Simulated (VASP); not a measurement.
Runs of VASP 6.6.1 on CdTe. It takes space group F-43m (No. 216, cubic). Conventional cell: a = 6.621 Å, b = 6.621 Å, c = 6.621 Å, α = 90.00°, β = 90.00°, γ = 90.00°. Around Cd (site symmetry -43m) lie 4 Te at 2.87 Å. Around Te (site symmetry -43m) lie 4 Cd at 2.87 Å. The cell was built by a generator and needn't be a form met in nature.

| task | level | cell | k mesh | cutoff (eV) | smearing | exchange at q = 0 | grid for exact exchange (PRECFOCK) | gap on the mesh (eV) | pressure (GPa) | relaxed volume (Å³/atom) |
| --- | --- | --- | --- | --- | --- | --- | --- | --- | --- | --- |
| relaxation of cell and atoms | r2SCAN | relaxed | 6 × 6 × 6 | 600 | fermi-dirac 0.02 eV | - | - | 1.15 | 0.0 | 35.31 |
| single point | PBE0 | F-43m, 35.29 Å³/atom | 4 × 4 × 4 | 520 | gaussian 0.01 eV | truncated | Normal | (b) | 0.0 | - |
| single point | PBE | F-43m, 36.28 Å³/atom | 6 × 6 × 6 | 520 | fermi-dirac 0.02 eV | - | - | (a) | 0.1 | - |
| relaxation of cell and atoms | PBE | relaxed | 6 × 6 × 6 | 600 | fermi-dirac 0.02 eV | - | - | 0.57 | 0.0 | 36.31 |
| single point | r2SCAN | F-43m, 35.29 Å³/atom | 6 × 6 × 6 | 520 | fermi-dirac 0.02 eV | - | - | 1.15 | 0.1 | - |

Alike in all rows: potentials or basis VASP PAW PBE potentials, release 64 (Cd, Te); no spin polarisation.

Task: Estimate the missing entries.

Result: (a) 0.58; (b) 2.09.

Caveats: spin-orbit coupling is left out, which moves the levels of the heavy elements; the PAW data sets were made with another functional, which shifts forces and pressure a little (some runs).

A k mesh can miss the band edges, and the runs leave out spin-orbit coupling on Cd, Te.
